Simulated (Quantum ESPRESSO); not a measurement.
## Be in Quantum ESPRESSO: the effect of functional

The system is Be.

```xyz
2
Lattice="2.2853 0.0000 0.0000 -1.1426 1.9791 0.0000 0.0000 0.0000 3.5842" Properties=species:S:1:pos:R:3 pbc="T T T"
Be    1.1427    0.6597    2.6882
Be    0.0000    1.3194    0.8961
```

Alike in all runs:

| Quantity | Value |
| --- | --- |
| Program | Quantum ESPRESSO 7.5 |
| Task | phonon dispersion |
| Cutoff | 612 eV |
| Density cutoff | 4898 eV |
| k mesh | 10 × 10 × 6 |
| Occupations | cold, width 0.2 eV |
| Spin | no spin polarisation |

Each run relaxes the cell or the atoms first.

| functional | potentials or basis | relaxed volume (Å³/atom) | highest phonon frequency (cm⁻¹) |
| --- | --- | --- | --- |
| LDA | GBRV 1.5 LDA | 7.59 | 723 |
| PBE | GBRV 1.5 PBE | 7.97 | 702 |
| PBEsol | GBRV 1.5 PBEsol | ? | ? |

Problem. What does the run with functional PBEsol give?

Solution. Relaxed volume 7.89 Å³/atom; highest phonon frequency 710 cm⁻¹.

Caveats: the mesh is thin for the phonons of a metal; before the sum rule the acoustic modes lie tens of cm⁻¹ from zero, a sign that the density grid also shifts the optical modes (some runs).
